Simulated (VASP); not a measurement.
Input of a VASP 6.6.1 run:

POSCAR

```
TlCl
1.0
    3.8388256296     -0.0119003595      0.0000000000
   -0.0119003595      3.8388256296      0.0000000000
    0.0000000000      0.0000000000      3.8388256296
Tl Cl
1 1
Direct
    0.0000000000      0.0000000000      0.0000000000
    0.5000000000      0.5000000000      0.5000000000
```

INCAR.step1

```
  PREC = Accurate
  ENCUT = 520
  ISMEAR = 0
  SIGMA = 0.01
  LREAL = False
  LASPH = True
  NELM = 80
  NBANDS = 17
  GGA = PE
  ALGO = Normal
  EDIFF = 1E-4
  LWAVE = True
  LCHARG = False
```

File INCAR.step2:

```
  PREC = Accurate
  ENCUT = 520
  EDIFF = 1E-6
  ISMEAR = 0
  SIGMA = 0.01
  LREAL = False
  LASPH = True
  NELM = 80
  ALGO = Normal
  ISIF = 2
  LWAVE = False
  LCHARG = True
  METAGGA = R2SCAN
  LMIXTAU = True
  LELF = True
  LVHAR = True
  NBANDS = 17
  ISTART = 1
```

File KPOINTS:

```
Automatic mesh
0
Gamma
  6 6 6
```

Potentials or basis: VASP PAW PBE potentials, release 64 (Tl_d, Cl).

Command:

```bash
$ cat potpaw_PBE.64/Tl_d/POTCAR potpaw_PBE.64/Cl/POTCAR > POTCAR
$ cp INCAR.step1 INCAR
$ mpirun -np 1 vasp_std > vasp.out
$ cp INCAR.step2 INCAR
$ mpirun -np 1 vasp_std > vasp.out
```

Problem. Estimate the band gap on the k mesh.

Solution. 2.52 eV, direct.

Problem. Predict the pressure.

Solution. -0.1 GPa.

Stress tensor (GPa, compression positive):
```
-0.08  0.06  0.00
 0.06 -0.08  0.00
 0.00  0.00 -0.08
```

Caveat: the PAW data sets were made with another functional, which shifts forces and pressure a little; spin-orbit coupling is left out, which as a rule narrows the gap of such compounds by several tenths of an eV. A k mesh can miss the band edges.
